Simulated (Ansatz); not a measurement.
Space group Fm-3m (No. 225). a = 3.629 Å, b = 3.629 Å, c = 3.629 Å, α = 90.00°, β = 90.00°, γ = 90.00°
```tsv
atom	site	symmetry	x	y	z
Cu	4b	m-3m	0.0000	0.0000	0.5000
```

Equation of state of this Cu structure (not necessarily the ground state), with shape and atoms relaxed at each volume where symmetry leaves them free. It has no gap at any of these volumes. Computed with Ansatz, DFT PBE, scalar-relativistic, plane waves, PAW.

Cutoff 420 eV; k points 30×30×30 on the computed 1-atom cell (Γ-centred); Gaussian smearing, width 0.10 eV; no spin polarisation.

```
V (Å³/atom)  E − E(largest V) (meV/atom)  P (GPa)
     10.518                        54.59    24.90
     10.876                         8.09    16.90
     11.235                       -22.04    10.22
     11.593                       -38.51     4.65
     11.952                       -43.56     0.00
     12.310                       -39.08    -3.88
     12.669                       -26.65    -7.11
     13.147                         0.00   -10.58
```

**Question.** Fit a third-order Birch–Murnaghan equation, E = E0 + (9V0B0/16)·[(x − 1)³B0' + (x − 1)²(6 − 4x)] with x = (V0/V)^(2/3), to E(V).

**Answer.** V0 = 11.95 Å³/atom, B0 = 141 GPa, B0' = 5.0.

It comes from a database structure that was distorted and then relaxed.
